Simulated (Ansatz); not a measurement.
## Fe2Co3 (R-3m) at 2 levels of theory

One geometry, relaxed with PBE; plane waves with PAW potentials in Ansatz, scalar-relativistic. Collinear spin, ending at 10.5 μB a primitive cell. Gaps are the least over mesh and band path; pressure is positive in compression.

```xyz
5
Lattice="2.0067 1.1586 4.0755 -2.0067 1.1586 4.0755 0.0000 -2.3171 4.0755" Properties=species:S:1:pos:R:3 pbc="T T T"
Fe    0.0000    0.0000    9.7764
Fe    0.0000    0.0000    2.4500
Co    0.0000    0.0000    7.3483
Co    0.0000    0.0000    0.0000
Co    0.0000    0.0000    4.8780
```

```tsv
level	cutoff (eV)	k mesh	gap (eV)	pressure (GPa)	largest moment (μB)
PBE	420	12×12×12	0	0.0	2.61
```

Problem. What comes out on the same cell with PBEsol?

Solution.
```csv
level,cutoff (eV),k mesh,gap (eV),pressure (GPa),largest moment (μB)
PBEsol,420,12×12×12,0,-9.4,2.60
```

It was reached by relaxing an invented guess, and it needn't be the stable form of this composition.
